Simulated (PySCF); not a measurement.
These 3 structures share the formula C6H6O. Method: PBE0-D3(BJ)/def2-SVP geometry optimisation, gas phase in PySCF 2.14.0. Energies are electronic, without zero-point or thermal terms, for one conformer each. No frequencies were run at this level. Point groups hold within 0.08 Å.

Task: Order them by energy at this level, lowest first, and give relative energies in kJ/mol.
A. `[CH2:1]=[CH:2][c:3]1[cH:4][cH:5][cH:6][o:7]1` with C1–C2–C3–C4 180° (vinylfuran)
B. `C1=C[C@H]2C=C[C@@H]1O2`
C. `[OH:1][c:2]1[cH:3][cH:4][cH:5][cH:6][cH:7]1` with H–O1–C2–C3 180°

Result: C (0.0), A (118.2), B (269.3).

As drawn, the lowest has an aromatic ring and an O–H bond, which the highest lacks; the highest has a C=C bond outside aromatic rings, which the lowest lacks.

```
                SMILES      E (Eh)  E rel (kJ/mol)  dipole (D)  point group     A, B, C (MHz)
             Oc1ccccc1  -306.90471             0.0        1.36           Cs  5663, 2629, 1796
            C=Cc1ccco1  -306.85968           118.2        0.70           Cs  7893, 2115, 1668
C1=C[C@H]2C=C[C@@H]1O2  -306.80212           269.3        1.83          C2v  4584, 3734, 3320
```

Task: How do the relative energies change in single points at PBE0/pcSseg-1 (no added dispersion term) on the same geometries?

Result: 
```tsv
SMILES	PBE0-D3(BJ)/def2-SVP (kJ/mol)	PBE0/pcSseg-1 (kJ/mol)	shift
Oc1ccccc1	0.0	0.0	0.0
C=Cc1ccco1	118.2	112.9	-5.3
C1=C[C@H]2C=C[C@@H]1O2	269.3	260.9	-8.4
```

Each column counts from its own lowest isomer. The order is unchanged; the largest shift is 8.4 kJ/mol.
